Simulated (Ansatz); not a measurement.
RuO2:
```xyz
6
Lattice="4.4666 0.0000 0.0000 0.0000 4.4666 0.0000 0.0000 0.0000 3.0931" Properties=species:S:1:pos:R:3 pbc="T T T"
Ru     2.2333     2.2333     1.5466
Ru     0.0000     0.0000     0.0000
O      3.6007     0.8660     1.5466
O      0.8660     3.6007     1.5466
O      1.3674     1.3674     0.0000
O      3.0993     3.0993     0.0000
```

Relaxed with PBEsol. Special points in fractions of this cell's reciprocal vectors: Γ (0.000, 0.000, 0.000); X (0.000, 0.500, 0.000); M (0.500, 0.500, 0.000); Z (0.000, 0.000, 0.500); R (0.000, 0.500, 0.500); A (0.500, 0.500, 0.500).

List the band energies nearest the Fermi level at these points for DFT-PBEsol with spin–orbit coupling in the program Ansatz with PAW potentials.

In eV from the Fermi level; about four levels below and three above (degenerate sets whole), none deeper than 8.9 eV; points with the same levels are listed once.

```
k                    below                above
-  -----------------------  -------------------
Γ  -1.36 -1.36 -0.88 -0.88  1.59 1.59 1.81 1.81
X  -0.34 -0.34 -0.34 -0.34  0.38 0.38 0.38 0.38
M  -1.31 -1.31 -1.31 -1.31  0.84 0.84 0.84 0.84
Z  -0.04 -0.04 -0.04 -0.04  0.91 0.91 0.91 0.91
R  -0.62 -0.62 -0.57 -0.57  1.10 1.10 1.20 1.20
A  -0.53 -0.53 -0.53 -0.53  0.21 0.21 0.21 0.21
```

Space group P4_2/mnm (rutile). Symmetry was held in the PBEsol relaxation. No spin polarisation was allowed.

Potentials: the earlier of the program's two PAW sets. The files were generated under PBE; for other functionals the program regenerates the frozen cores, and for LDA and PBEsol the local potential too.
